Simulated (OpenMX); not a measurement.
Ag: equation of state with LDA

Ag:

```
Ag
1.0
     0.00000    2.04275    2.04275
     2.04275    0.00000    2.04275
     2.04275    2.04275    0.00000
Ag
1
Direct
  0.00000 0.00000 0.00000
```

* Program: OpenMX 3.8.5
* Task: equation of state
* Functional: LDA
* Potentials or basis: OpenMX 2013 LDA set, Ag7.0-s3p2d2, fixed grid of 28 × 28 × 28 points
* k mesh: 11 × 11 × 11
* Occupations: fermi-dirac, width 0.05 eV
* Spin: no spin polarisation
* Mixing scheme: rmm-diisk
* SCF threshold: 1e-08 Ha
* Solver: band
* Grid points, held for all volumes: 28 × 28 × 28

| Property | Result |
| --- | --- |
| Equilibrium volume | 16.37 Å³/atom |
| Bulk modulus | 140 GPa |
| Pressure derivative of the bulk modulus | 6.3 (rough: it moves with the points fitted) |

Energy against volume, from the lowest point:
```tsv
volume (Å³/atom)	energy (meV/atom)
16.025	3.02
16.366	0.00
16.707	2.48
17.048	10.50
17.389	23.55
17.730	40.46
18.071	60.08
```

Caveat: volumes in these bases differ from converged ones by about 1 %, for some elements by several; the basis of atomic orbitals isn't converged, which shifts pressures, moduli and gaps. Zero-point motion and thermal expansion aren't in these numbers.
